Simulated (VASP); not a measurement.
Set up this calculation in VASP 6.6.1, as the native input.

```yaml
Task: electrostatic potential
Functional: PBE
Potentials_or_basis: VASP PAW PBE potentials, release 64 (O, Li_sv)
Cutoff: 520 eV
k_mesh: 10 × 10 × 10
Occupations: gaussian, width 0.02 eV
Spin: non-collinear spin, zero start, spin-orbit coupling
Starting_moments: "[[0.0, 0.0, 0.0], [0.0, 0.0, 0.0], [0.0, 0.0, 0.0]] μB"
Further_INCAR_settings: ALGO = Normal; EDIFF = 1e-07
```

The structure of Li2O lies in POSCAR:

```
Li2O                                    
1.0
   -0.0000000000      2.2798216766      2.2798216766
    2.2798216766     -0.0000000000      2.2798216766
    2.2798216766      2.2798216766      0.0000000000
  O               Li            
     1     2
Direct
     0.0000000000000000    0.0000000000000000    0.0000000000000000
     0.2500000000000000    0.2500000000000000    0.2500000000000000
     0.7500000000000000    0.7500000000000000    0.7500000000000000
```

The cell was built by a generator and needn't be a form met in nature.

These files were run (other wordings do the same):

INCAR

```
SYSTEM = Li2O
  PREC = Accurate
  ENCUT = 520
  EDIFF = 1E-7
  ISMEAR = 0
  SIGMA = 0.02
  LREAL = .False.
  LASPH = .True.
  NELM = 80
  ALGO = Normal
  ISIF = 2
  LWAVE = .False.
  LCHARG = .True.
  MAGMOM = 0 0 0 0 0 0 0 0 0
  LORBIT = 11
  LSORBIT = .True.
  GGA_COMPAT = .False.
  GGA = PE
  LVHAR = .True.
  KPAR = 4
```

KPOINTS

```
Automatic mesh
0
Gamma
  10 10 10
  0 0 0
```

Potentials or basis: VASP PAW PBE potentials, release 64 (O, Li_sv).

The run is started by

```bash
$ cat potpaw_PBE.64/O/POTCAR potpaw_PBE.64/Li_sv/POTCAR > POTCAR
$ mpirun -np 4 vasp_ncl > vasp.out
```

Results of the run:

```json
{"Net moment": "0.00 μB per cell", "Valence electrons inside the program's atomic spheres": "O 5.05; Li 2.13"}
```

It took 9.7 s on 4 MPI ranks on Intel(R) Xeon(R) 6975P-C (Granite Rapids) (shared host), peak memory 0.19 GiB a rank.
